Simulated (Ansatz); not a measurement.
# EuS: the cost of one run

Computed with Ansatz 0.2.0 (DFT PBE+U, scalar-relativistic, plane waves, PAW, unless a step's input says otherwise).

The COD entry's cell or inner coordinates are ideal or old and differ from later refinements, so a difference from it is no clean test against experiment.

### Step 1. The starting structure

It takes space group Fm-3m (No. 225, cubic). Conventional cell: a = 5.957 Å, b = 5.957 Å, c = 5.957 Å, α = 90.00°, β = 90.00°, γ = 90.00°. Eu (site symmetry m-3m) has 6 S at 2.98 Å as nearest neighbours. Around S (site symmetry m-3m) lie 6 Eu at 2.98 Å.

As a file:

```cif
data_structure
_symmetry_space_group_name_H-M 'Fm-3m'
_symmetry_Int_Tables_number 225
_cell_length_a 5.9570
_cell_length_b 5.9570
_cell_length_c 5.9570
_cell_angle_alpha 90.000
_cell_angle_beta 90.000
_cell_angle_gamma 90.000
_cell_volume 211.39
loop_
_atom_site_label
_atom_site_type_symbol
_atom_site_symmetry_multiplicity
_atom_site_Wyckoff_symbol
_atom_site_fract_x
_atom_site_fract_y
_atom_site_fract_z
_atom_site_occupancy
Eu1 Eu 4 a 0.00000 0.00000 0.00000 1
S1 S 4 b 0.50000 0.00000 0.00000 1
```

The structure rests on an entry of the Crystallography Open Database; cell or positions may have been set otherwise for this series.

### Step 2. Single point: EuS, moments +

Contents of input.yaml:

```yaml
crystal:
  lattice:
    - [0.0, 2.9785, 2.9785]
    - [2.9785, 0.0, 2.9785]
    - [2.9785, 2.9785, 0.0]
  atoms:
    - { symbol: Eu, position: [0.0, 0.0, 0.0], spin: 7.0 }
    - { symbol: S, position: [0.5, 0.5, 0.5] }
magnetization:
  spin_polarized: true
scf:
  occupations: { method: gaussian, width: 0.02 }
output:
  eigenvalues: true
  populations: true
  write_density: true
  write_potential: true
  elf: true
  volumetric_format: npy
hamiltonian:
  hubbard: { sites: [{ species: Eu, l: f, u_eff: 9.0 }] }
  xc: pbe
kpoints:
  mp_grid: { grid: [10, 10, 10] }
```

Command:

```console
> ansatz run input.yaml --threads 2 --pin off --max-ram 6144MiB --backend cpu --events-out ev --progress --plain --runs-dir out
```

**Question.** How long does this run take on 2 threads of AMD EPYC 7R43 (Zen 3), shared host, and how much memory does it need?

About 77 s, with a peak of 0.56 GiB.
